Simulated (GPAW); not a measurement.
## How the plane-wave cutoff moves the magnetism of free-standing triangular Os monolayer, spacing 3.069 A

Two starts of free-standing triangular Os monolayer, spacing 3.069 A are run at each rung of the plane-wave cutoff. Which rung is enough?

Program: GPAW 26.7.0. Level of theory: PBE; plane waves with GPAW's PAW setups, scalar-relativistic. Results are calculated unless marked as measured.

### Step 1. Set-up

The cell holds 1 atom: 1 Os. Its edges and angles: a = 3.069 Å, b = 3.069 Å, c = 14.000 Å, α = 90.0°, β = 90.0°, γ = 120.0°. model lattice. Vacuum lies along c.

### Step 2. Rung 1 (250 eV), start ferro +

The ladder starts at a low cutoff and climbs, to see from where on the results stand still.

Contents of order1.py:

```python
import json
import numpy as np
from ase import Atoms
from ase.parallel import paropen, parprint
from gpaw import GPAW

atoms = Atoms(['Os'],
    cell=[[3.069, 0.0, 0.0],
         [-1.5345, 2.657832, 0.0],
         [0.0, 0.0, 14.0]],
    scaled_positions=[[0.0, 0.0, 0.5]],
    pbc=True,
    magmoms=[1.0])
atoms.calc = GPAW(mode={'name': 'pw', 'ecut': 250},
    xc='PBE',
    kpts={'size': (10, 10, 1), 'gamma': True},
    occupations={'name': 'fermi-dirac', 'width': 0.05},
    convergence={'density': 1e-05, 'energy': 1e-05},
    maxiter=200,
    symmetry={'tolerance': 1e-4},
    txt='order1.txt')
e = atoms.get_potential_energy(force_consistent=True)
res = {'free_energy': e, 'energy_sigma0': atoms.get_potential_energy(), 'fermi_energy': atoms.calc.get_fermi_level()}
res['moments'] = atoms.get_magnetic_moments().tolist()
res['total'] = atoms.get_magnetic_moment()
parprint('site moments (muB):', np.round(res['moments'], 3))
parprint(f"total moment: {res['total']:.3f} muB")
parprint(f'free energy: {e:.6f} eV')
atoms.calc.write('order1.gpw')
with paropen('results.json', 'w') as f:
    json.dump(res, f)
```

On the command line:

```
OMP_NUM_THREADS=1 python3 order1.py > order1.log
```

Log:

```text
site moments (muB): [1.79]
total moment: 2.148 muB
free energy: -6.336917 eV

--- order1.txt ---
Input parameters:
  mode=PW(ecut=250),
  convergence={'density': 1e-05, 'energy': 1e-05},
  kpts=MonkhorstPack(size=(10, 10, 1), gamma=True),
  maxiter=200,
  occupations=Occupations(name='fermi-dirac', width=0.05),
  symmetry=Symmetry(tolerance=0.0001),
  xc=XC(name='PBE')

Diagonalizing LCAO Hamiltonian
Converting LCAO to pw mode

       Os

Atoms  # Å, Bohr magnetons
|   | symbol |        x |        y |        z |    initial magnetic moments |
|---|--------|----------|----------|----------|-----------------------------|
| 0 |     Os | 0.000000 | 0.000000 | 7.000000 | ( 0.0000,  0.0000,  1.0000) |

Unit cell  # Å
| periodic |         x |        y |         z |   lengths |     angles |
|----------|-----------|----------|-----------|-----------|------------|
|      yes |  3.069000 | 0.000000 |  0.000000 |  3.069000 |  90.000000 |
|      yes | -1.534500 | 2.657832 |  0.000000 |  3.069000 |  90.000000 |
|      yes |  0.000000 | 0.000000 | 14.000000 | 14.000000 | 120.000000 |

Number of symmetries: 24

BZ-sampling:
  Number of BZ points: 100
  Number of IBZ points: 14

  Monkhorst-Pack size: [10, 10, 1]
  Monkhorst-Pack shift: [0.05, 0.05, 0.0]

Plane wave coefficients: 1036
Cutoff: 250.0 eV

Spin-components: 2 (collinear spins)
Bands:           12
Projectors:      6
Spin-degeneracy: 1
Datatype:        complex128

Parallelization:
  kpt:    1
  domain: 1
  band:   1

Density:
  Valence electrons: 14.0
  Components: 2
  Grid points: [12 12 54]
  Charge: 0.0  # |e|

Potential:
  Grid points: [12 12 54]

[... setups left out ...]
Reference energy: -468923.957039  # eV

eigensolver:
  PPCG
  Converge bands: occupied
  niter=2

density mixing:
  MSR1-Mixer
  Pratt-step length: 0.05
  Maximum mixing coefficient: 0.75
  Old densities: 10
  SVD Regularization: 0.005
  Good broyden scale: 1.0
  Trust region scale: 1.0
  Backstep threshold: 4.0
  History deletion threshold: 6.0
  Fourier metric: weight=20.0, sigma=0.015

occupation numbers:
  Fermi-Dirac:
    width: 0.0500  # eV

poisson solver:
  ecut: 2000.0  # eV

xc functional:
  name: PBE with 2 nearest neighbor stencil

convergence criteria:
- Maximum integral of absolute [dens]ity change: 1e-05 electrons / valence electron
- Maximum [total energy] change in last 3 cyles: 1e-05 eV / valence electron
- Maximum integral of absolute [eigenst]ate change: 4e-08 eV^2 / valence electron
maximum number of iterations: 200

SCF iterations
|iter     |      energy | eigst |  dens |  magmom |
|---------|-------------|-------|-------|---------|
|iter:   1|       0s |   -6.089405 | -0.58 |       |  +1.0009|
|iter:   2|       1s |   -6.097464 | -2.39 | -1.11 |  +1.0075|
|iter:   3|       1s |   -6.244024 | -1.78 | -1.13 |  +1.2560|
|iter:   4|       1s |   -6.288665 | -2.01 | -1.41 |  +1.5004|
|iter:   5|       2s |   -6.305974 | -2.58 | -1.53 |  +1.6691|
|iter:   6|       2s |   -6.326468 | -2.39 | -1.67 |  +2.0278|
|iter:   7|       3s |   -6.326503 | -3.48 | -2.00 |  +2.1272|
|iter:   8|       3s |   -6.327921 | -3.30 | -2.11 |  +2.0590|
|iter:   9|       4s |   -6.328229 | -4.26 | -2.45 |  +2.1232|
|iter:  10|       4s |   -6.328177 | -4.77 | -2.75 |  +2.1675|
|iter:  11|       4s |   -6.328245c| -5.25 | -2.91 |  +2.1518|
|iter:  12|       5s |   -6.328250c| -6.03 | -3.61 |  +2.1481|
|iter:  13|       5s |   -6.328249c| -6.92 | -4.45 |  +2.1483|
|iter:  14|       5s |   -6.328249c| -7.56c| -5.07c|  +2.1483|

Converged in 14 steps
Energy contributions relative to reference atoms: (reference = -468923.957039)

Energy contributions:
  Kinetic:         -19.007505
  Coulomb:          15.855045
  Zero:              0.530853
  External:          0.000000
  Xc:               -3.697973
  Entropy:          -0.017336
  Spinorbit:         0.000000
  ----------------------------
  Free energy:      -6.336917
  Extrapolated:     -6.328249

dipole moment: (-5.423245, -9.393336, -0.000004)  # |e|*Ang

Total magnetic moment: (0.000000, 0.000000, 2.148311)

Local magnetic moments
|        x |        y |        z |
|----------|----------|----------|
| 0.000000 | 0.000000 | 1.789839 |  # Os   0

Fermi level: -2.544
Eigenvalues  # (at kpt = [0.000, 0.000, 0.000])
| band index |      eig [eV] | occ [0-1] |      eig [eV] | occ [0-1] |
|------------|---------------|-----------|---------------|-----------|
|          0 |       -48.517 |     1.000 |       -47.074 |     1.000 |
|          1 |       -48.044 |     1.000 |       -47.074 |     1.000 |
|          2 |       -48.044 |     1.000 |       -46.891 |     1.000 |
|          3 |        -8.070 |     1.000 |        -7.714 |     1.000 |
|          4 |        -4.843 |     1.000 |        -3.178 |     1.000 |
|          5 |        -3.994 |     1.000 |        -3.176 |     1.000 |
|          6 |        -3.994 |     1.000 |        -2.817 |     0.996 |
|          7 |        -2.759 |     0.987 |        -1.104 |     0.000 |
|          8 |        -2.759 |     0.987 |        -1.104 |     0.000 |
|          9 |        -1.468 |     0.000 |        -0.839 |     0.000 |
|         10 |         2.150 |     0.000 |         2.278 |     0.000 |
|         11 |         3.200 |     0.000 |         3.287 |     0.000 |

No gap
No difference between direct/indirect transitions
```

Wall time 7.8 s (1 MPI rank of Intel Xeon Platinum 8488C (Sapphire Rapids), shared host); peak memory 0.14 GiB.

Read from the output:

| Item | Value |
| --- | --- |
| magnetization | 2.148 μB |
| final state | ferromagnetic |
| largest moment | 1.790 μB |

After 14 cycles the largest moment stands at 1.79 μB.

### Step 3. Rung 1 (250 eV), start antiferro q=(0,1/2,0) +-

The second start gives the energy difference between the two end states, the quantity that is followed up the ladder. Its q is in fractions of the reciprocal vectors of the first run's cell.

order2.py is the script of step 2 with these lines changed:

```diff
@@ -6,12 +6,13 @@
 
-atoms = Atoms(['Os'],
+atoms = Atoms(['Os', 'Os'],
     cell=[[3.069, 0.0, 0.0],
-         [-1.5345, 2.657832, 0.0],
+         [-3.069, 5.315664, 0.0],
          [0.0, 0.0, 14.0]],
-    scaled_positions=[[0.0, 0.0, 0.5]],
+    scaled_positions=[[0.0, 0.0, 0.5],
+         [0.0, 0.5, 0.5]],
     pbc=True,
-    magmoms=[1.0])
+    magmoms=[1.0, -1.0])
 atoms.calc = GPAW(mode={'name': 'pw', 'ecut': 250},
     xc='PBE',
-    kpts={'size': (10, 10, 1), 'gamma': True},
+    kpts={'size': (10, 5, 1), 'gamma': True},
     occupations={'name': 'fermi-dirac', 'width': 0.05},
@@ -20,3 +21,3 @@
     symmetry={'tolerance': 1e-4},
-    txt='order1.txt')
+    txt='order2.txt')
 e = atoms.get_potential_energy(force_consistent=True)
@@ -28,3 +29,3 @@
 parprint(f'free energy: {e:.6f} eV')
-atoms.calc.write('order1.gpw')
+atoms.calc.write('order2.gpw')
 with paropen('results.json', 'w') as f:
```

On the command line:

```
OMP_NUM_THREADS=1 python3 order2.py > order2.log
```

Log:

```text
site moments (muB): [ 1.767 -1.767]
total moment: -0.000 muB
free energy: -12.554844 eV

--- order2.txt ---
Input parameters:
  mode=PW(ecut=250),
  convergence={'density': 1e-05, 'energy': 1e-05},
  kpts=MonkhorstPack(size=(10, 5, 1), gamma=True),
  maxiter=200,
  occupations=Occupations(name='fermi-dirac', width=0.05),
  symmetry=Symmetry(tolerance=0.0001),
  xc=XC(name='PBE')

Diagonalizing LCAO Hamiltonian
Converting LCAO to pw mode

         Os
           Os

Atoms  # Å, Bohr magnetons
|   | symbol |         x |        y |        z |    initial magnetic moments |
|---|--------|-----------|----------|----------|-----------------------------|
| 0 |     Os |  0.000000 | 0.000000 | 7.000000 | ( 0.0000,  0.0000,  1.0000) |
| 1 |     Os | -1.534500 | 2.657832 | 7.000000 | ( 0.0000,  0.0000, -1.0000) |

Number of symmetries: 4

BZ-sampling:
  Number of BZ points: 50
  Number of IBZ points: 26

  Monkhorst-Pack size: [10, 5, 1]
  Monkhorst-Pack shift: [0.05, 0.0, 0.0]

Plane wave coefficients: 2068
Cutoff: 250.0 eV

Spin-components: 2 (collinear spins)
Bands:           21
Projectors:      12
Spin-degeneracy: 1
Datatype:        complex128

Parallelization:
  kpt:    1
  domain: 1
  band:   1

Density:
  Valence electrons: 28.0
  Components: 2
  Grid points: [12 24 54]
  Charge: 0.0  # |e|

Potential:
  Grid points: [12 24 54]

[... setups left out ...]
Reference energy: -937847.914077  # eV

convergence criteria:
- Maximum integral of absolute [dens]ity change: 1e-05 electrons / valence electron
- Maximum [total energy] change in last 3 cyles: 1e-05 eV / valence electron
[...]
|iter:  14|      29s |  -12.537237c| -5.54 | -3.61 |  -0.0000|
|iter:  15|      31s |  -12.537252c| -6.36 | -4.11 |  -0.0000|
|iter:  16|      33s |  -12.537254c| -7.04 | -4.86 |  -0.0000|
|iter:  17|      35s |  -12.537255c| -7.50c| -5.24c|  -0.0000|

Converged in 17 steps
Energy contributions relative to reference atoms: (reference = -937847.914077)

Energy contributions:
  Kinetic:         -39.439049
  Coulomb:          32.929686
  Zero:              1.063415
  External:          0.000000
  Xc:               -7.073717
  Entropy:          -0.035179
  Spinorbit:         0.000000
  ----------------------------
  Free energy:     -12.554844
  Extrapolated:    -12.537255

dipole moment: (-10.852505, -18.797091, -0.000008)  # |e|*Ang

Total magnetic moment: (0.000000, 0.000000, -0.000005)

Local magnetic moments
|        x |        y |         z |
|----------|----------|-----------|
| 0.000000 | 0.000000 |  1.767323 |  # Os   0
| 0.000000 | 0.000000 | -1.767327 |  # Os   1

Fermi level: -2.330
Eigenvalues  # (at kpt = [0.000, 0.000, 0.000])
| band index |      eig [eV] | occ [0-1] |      eig [eV] | occ [0-1] |
|------------|---------------|-----------|---------------|-----------|
|          0 |       -48.566 |     1.000 |       -48.566 |     1.000 |
|        ... |               |           |               |           |
|          5 |       -47.038 |     1.000 |       -47.038 |     1.000 |
|          6 |        -7.875 |     1.000 |        -7.875 |     1.000 |
|          7 |        -5.856 |     1.000 |        -5.856 |     1.000 |
|          8 |        -4.758 |     1.000 |        -4.758 |     1.000 |
[...]
|         17 |        -0.687 |     0.000 |        -0.687 |     0.000 |
|         18 |        -0.598 |     0.000 |        -0.598 |     0.000 |
|         19 |         2.221 |     0.000 |         2.338 |     0.000 |
|         20 |         2.341 |     0.000 |         2.739 |     0.000 |

No gap
No difference between direct/indirect transitions
```

It took 40 s on 1 MPI rank; peak memory 0.2 GiB.

Numbers from this step:

```
magnetization  : 0 μB
final state    : antiferromagnetic
largest moment : 1.767 μB
```

This start lies +59.5 meV a seeded atom from the first; its largest moment is 1.77 μB.

### Step 4. Rung 2 (325 eV), start ferro +

order1.py is the script of step 2 with these lines changed:

```diff
@@ -13,3 +13,3 @@
     magmoms=[1.0])
-atoms.calc = GPAW(mode={'name': 'pw', 'ecut': 250},
+atoms.calc = GPAW(mode={'name': 'pw', 'ecut': 325},
     xc='PBE',
```

On the command line:

```
OMP_NUM_THREADS=1 python3 order1.py > order1.log
```

Log:

```text
site moments (muB): [1.808]
total moment: 2.152 muB
free energy: -6.609441 eV

--- order1.txt ---
Input parameters:
  mode=PW(ecut=325),
  convergence={'density': 1e-05, 'energy': 1e-05},
  kpts=MonkhorstPack(size=(10, 10, 1), gamma=True),
  maxiter=200,
  occupations=Occupations(name='fermi-dirac', width=0.05),
  symmetry=Symmetry(tolerance=0.0001),
  xc=XC(name='PBE')

Diagonalizing LCAO Hamiltonian
[...]
|          3 |        -8.034 |     1.000 |        -7.679 |     1.000 |
|          4 |        -4.845 |     1.000 |        -3.180 |     1.000 |
[...]
|          8 |        -2.774 |     0.990 |        -1.110 |     0.000 |
|          9 |        -1.456 |     0.000 |        -0.834 |     0.000 |
|         10 |         2.139 |     0.000 |         2.271 |     0.000 |
|         11 |         3.186 |     0.000 |         3.276 |     0.000 |

No gap
No difference between direct/indirect transitions


[key lines of the parts left out:]
Free energy:      -6.609441
Converged in 14 steps
dipole moment: (-5.415461, -9.379853, -0.000004)  # |e|*Ang
Fermi level: -2.543
```

It took 10 s on 1 MPI rank; peak memory 0.16 GiB.

Numbers from this step:

```yaml
magnetization: 2.152 μB
final_state: ferromagnetic
largest_moment: 1.808 μB
```

The largest moment moves by +0.02 μB from rung 1, at 1.3 times its CPU time.

### Step 5. Rung 2 (325 eV), start antiferro q=(0,1/2,0) +-

order2.py is the script of step 3 with these lines changed:

```diff
@@ -14,3 +14,3 @@
     magmoms=[1.0, -1.0])
-atoms.calc = GPAW(mode={'name': 'pw', 'ecut': 250},
+atoms.calc = GPAW(mode={'name': 'pw', 'ecut': 325},
     xc='PBE',
```

On the command line:

```
OMP_NUM_THREADS=1 python3 order2.py > order2.log
```

Log:

```text
site moments (muB): [ 1.78 -1.78]
total moment: 0.000 muB
free energy: -13.098460 eV

--- order2.txt ---
Input parameters:
  mode=PW(ecut=325),
  convergence={'density': 1e-05, 'energy': 1e-05},
  kpts=MonkhorstPack(size=(10, 5, 1), gamma=True),
  maxiter=200,
  occupations=Occupations(name='fermi-dirac', width=0.05),
  symmetry=Symmetry(tolerance=0.0001),
  xc=XC(name='PBE')

Diagonalizing LCAO Hamiltonian
[...]
|          7 |        -5.850 |     1.000 |        -5.850 |     1.000 |
|          8 |        -4.755 |     1.000 |        -4.755 |     1.000 |
[...]
|         17 |        -0.683 |     0.000 |        -0.683 |     0.000 |
|         18 |        -0.573 |     0.000 |        -0.573 |     0.000 |
|         19 |         2.330 |     0.000 |         2.208 |     0.000 |
|         20 |         2.368 |     0.000 |         2.361 |     0.000 |

No gap
No difference between direct/indirect transitions


[key lines of the parts left out:]
Free energy:     -13.098460
Converged in 18 steps
dipole moment: (-10.836888, -18.770049, -0.000008)  # |e|*Ang
Fermi level: -2.329
```

Wall time 61 s (1 MPI rank); peak memory 0.24 GiB.

Numbers from this step:

| Quantity | Value |
| --- | --- |
| magnetization | 0 μB |
| final state | antiferromagnetic |
| largest moment | 1.780 μB |

This start lies +60.2 meV a seeded atom from the first, a change of +0.7 meV since rung 1; its largest moment is 1.78 μB.

### Step 6. Rung 3 (400 eV), start ferro +

order1.py is the script of step 4 with these lines changed:

```diff
@@ -13,3 +13,3 @@
     magmoms=[1.0])
-atoms.calc = GPAW(mode={'name': 'pw', 'ecut': 325},
+atoms.calc = GPAW(mode={'name': 'pw', 'ecut': 400},
     xc='PBE',
```

On the command line:

```
OMP_NUM_THREADS=1 python3 order1.py > order1.log
```

Log:

```text
site moments (muB): [1.818]
total moment: 2.159 muB
free energy: -6.740358 eV

--- order1.txt ---
Input parameters:
  mode=PW(ecut=400),
  convergence={'density': 1e-05, 'energy': 1e-05},
  kpts=MonkhorstPack(size=(10, 10, 1), gamma=True),
  maxiter=200,
  occupations=Occupations(name='fermi-dirac', width=0.05),
  symmetry=Symmetry(tolerance=0.0001),
  xc=XC(name='PBE')

Diagonalizing LCAO Hamiltonian
[...]
|          3 |        -8.026 |     1.000 |        -7.668 |     1.000 |
|          4 |        -4.846 |     1.000 |        -3.171 |     1.000 |
[...]
|          8 |        -2.777 |     0.991 |        -1.109 |     0.000 |
|          9 |        -1.456 |     0.000 |        -0.833 |     0.000 |
|         10 |         2.149 |     0.000 |         2.270 |     0.000 |
|         11 |         3.187 |     0.000 |         3.269 |     0.000 |

No gap
No difference between direct/indirect transitions


[key lines of the parts left out:]
Free energy:      -6.740358
Converged in 15 steps
dipole moment: (-5.411435, -9.372880, -0.000004)  # |e|*Ang
Fermi level: -2.542
```

It took 12 s on 1 MPI rank; peak memory 0.17 GiB.

Numbers from this step:

| Item | Value |
| --- | --- |
| magnetization | 2.159 μB |
| final state | ferromagnetic |
| largest moment | 1.818 μB |

The largest moment moves by +0.01 μB from rung 2, at 1.2 times its CPU time.

### Step 7. Rung 3 (400 eV), start antiferro q=(0,1/2,0) +-

order2.py is the script of step 5 with these lines changed:

```diff
@@ -14,3 +14,3 @@
     magmoms=[1.0, -1.0])
-atoms.calc = GPAW(mode={'name': 'pw', 'ecut': 325},
+atoms.calc = GPAW(mode={'name': 'pw', 'ecut': 400},
     xc='PBE',
```

On the command line:

```
OMP_NUM_THREADS=1 python3 order2.py > order2.log
```

Log:

```text
site moments (muB): [ 1.785 -1.785]
total moment: -0.000 muB
free energy: -13.359852 eV

--- order2.txt ---
Input parameters:
  mode=PW(ecut=400),
  convergence={'density': 1e-05, 'energy': 1e-05},
  kpts=MonkhorstPack(size=(10, 5, 1), gamma=True),
  maxiter=200,
  occupations=Occupations(name='fermi-dirac', width=0.05),
  symmetry=Symmetry(tolerance=0.0001),
  xc=XC(name='PBE')

Diagonalizing LCAO Hamiltonian
[...]
|          7 |        -5.844 |     1.000 |        -5.844 |     1.000 |
|          8 |        -4.754 |     1.000 |        -4.754 |     1.000 |
[...]
|         17 |        -0.690 |     0.000 |        -0.690 |     0.000 |
|         18 |        -0.569 |     0.000 |        -0.569 |     0.000 |
|         19 |         2.213 |     0.000 |         2.213 |     0.000 |
|         20 |         2.368 |     0.000 |         2.368 |     0.000 |

No gap
No difference between direct/indirect transitions


[key lines of the parts left out:]
Free energy:     -13.359852
Converged in 17 steps
dipole moment: (-10.828877, -18.756168, -0.000008)  # |e|*Ang
Fermi level: -2.328
```

Elapsed: 74 s, on 1 MPI rank; peak memory 0.3 GiB.

Read from the output:

* magnetization: 0 μB
* final state: antiferromagnetic
* largest moment: 1.785 μB

This start lies +60.4 meV a seeded atom from the first, a change of +0.2 meV since rung 2; its largest moment is 1.78 μB.

### Step 8. Rung 4 (500 eV), start ferro +

order1.py is the script of step 6 with these lines changed:

```diff
@@ -13,3 +13,3 @@
     magmoms=[1.0])
-atoms.calc = GPAW(mode={'name': 'pw', 'ecut': 400},
+atoms.calc = GPAW(mode={'name': 'pw', 'ecut': 500},
     xc='PBE',
```

On the command line:

```
OMP_NUM_THREADS=1 python3 order1.py > order1.log
```

Log:

```text
site moments (muB): [1.818]
total moment: 2.160 muB
free energy: -6.771053 eV

--- order1.txt ---
Input parameters:
  mode=PW(ecut=500),
  convergence={'density': 1e-05, 'energy': 1e-05},
  kpts=MonkhorstPack(size=(10, 10, 1), gamma=True),
  maxiter=200,
  occupations=Occupations(name='fermi-dirac', width=0.05),
  symmetry=Symmetry(tolerance=0.0001),
  xc=XC(name='PBE')

Diagonalizing LCAO Hamiltonian
[...]
|          3 |        -8.027 |     1.000 |        -7.670 |     1.000 |
|          4 |        -4.847 |     1.000 |        -3.172 |     1.000 |
[...]
|          8 |        -2.777 |     0.991 |        -1.109 |     0.000 |
|          9 |        -1.458 |     0.000 |        -0.834 |     0.000 |
|         10 |         2.152 |     0.000 |         2.273 |     0.000 |
|         11 |         3.187 |     0.000 |         3.271 |     0.000 |

No gap
No difference between direct/indirect transitions


[key lines of the parts left out:]
Free energy:      -6.771053
Converged in 15 steps
dipole moment: (-5.411633, -9.373223, -0.000004)  # |e|*Ang
Fermi level: -2.543
```

The job ended after 14 s (1 MPI rank; peak memory 0.19 GiB).

Read from the output:

- magnetization: 2.160 μB
- final state: ferromagnetic
- largest moment: 1.818 μB

The largest moment is that of rung 3, at 1.2 times its CPU time.

[end of part 1 of 2]

[Logs and program files are shortened in this print: banners, set-up blocks, solver, clock and traceback lines can be left out without a mark of their own.]

[Logs are printed without paths, hosts, clocks, repeated set-up lines and the standing remarks that a program may print on its own settings, such as how far it seeks lower states.]

[Hosts, paths, dates, database ids (printed as entryN), source tags and the programs' standing remarks are cut or masked in the printed files.]

[Where a cell is said to come from a database of computed structures, the database is the Materials Project.]
